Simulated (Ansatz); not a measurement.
Input of an Ansatz 0.2.0 run:

Contents of input.yaml:

```yaml
crystal:
  lattice:
    - [0.0, 2.04275, 2.04275]
    - [2.04275, 0.0, 2.04275]
    - [2.04275, 2.04275, 0.0]
  atoms:
    - { symbol: Ag, position: [0.0, 0.0, 0.0] }
kpoints:
  mp_grid: { grid: [8, 8, 8] }
  band_path:
    path:
      - [0.0, 0.0, 0.0]
      - [0.5, 0.0, 0.5]
      - [0.5, 0.25, 0.75]
      - [0.375, 0.375, 0.75]
      - [0.0, 0.0, 0.0]
      - [0.5, 0.5, 0.5]
      - [0.625, 0.25, 0.625]
      - [0.5, 0.25, 0.75]
    npoints: 8
scf:
  occupations: { method: fermi_dirac, width: 0.05 }
hamiltonian:
  xc: lda
  pseudopotentials: { kind: all_electron, lapw: { basis_error: 0.001 } }
magnetization:
  noncollinear: true
  spin_orbit: true
output:
  forces: true
  stress: true
  eigenvalues: true
```

Potentials or basis: all-electron LAPW, relativistic spinors.

Run with:

```bash
$ ansatz run input.yaml --threads 1 --pin off --max-ram 3072MiB --backend cpu --events-out ev --progress --plain --runs-dir out
```

(1) Estimate the pressure.

(2) What does it give for the band gap along the path?

Results:

(1) -6.9 GPa.

(2) none (metal or under the smearing width).
